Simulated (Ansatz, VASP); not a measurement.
## Hg in VASP and in Ansatz

```
CELL_PARAMETERS angstrom
5.32533 0.00000 0.00000
-2.66266 4.61187 0.00000
0.00000 0.00000 3.06254
ATOMIC_POSITIONS crystal
Hg 0.00000 0.00000 0.00000
Hg 0.33333 0.66667 0.50000
Hg 0.66667 0.33333 0.50000
```

Alike in both runs: task single point; functional PBEsol; k mesh 8 × 8 × 12; occupations fermi-dirac, width 0.1 eV; no spin polarisation.

|  | VASP | Ansatz |
| --- | --- | --- |
| version | VASP 6.6.1 | Ansatz 0.2.0 |
| potentials or method | VASP PAW PBE potentials, release 64 (Hg) | plane waves (420 eV) with PAW, scalar-relativistic |
| plane-wave cutoff (eV) | 520 | 420 |
| valence electrons in the cell | 36 | 60 |

Ansatz gave:

* pressure (GPa): -1.2
* largest component of the traceless stress (GPa): 0.27

Q: Estimate VASP's values.

A: Pressure (GPa): -0.9; largest component of the traceless stress (GPa): 0.34.

The two sets of potentials don't hold the same shells in valence. Ansatz warned: «pseudo_functional_mismatch».

Caveats: the PAW data sets were made with another functional, which shifts forces and pressure a little (VASP). Spin-orbit coupling is left out, which matters for the levels of Hg.
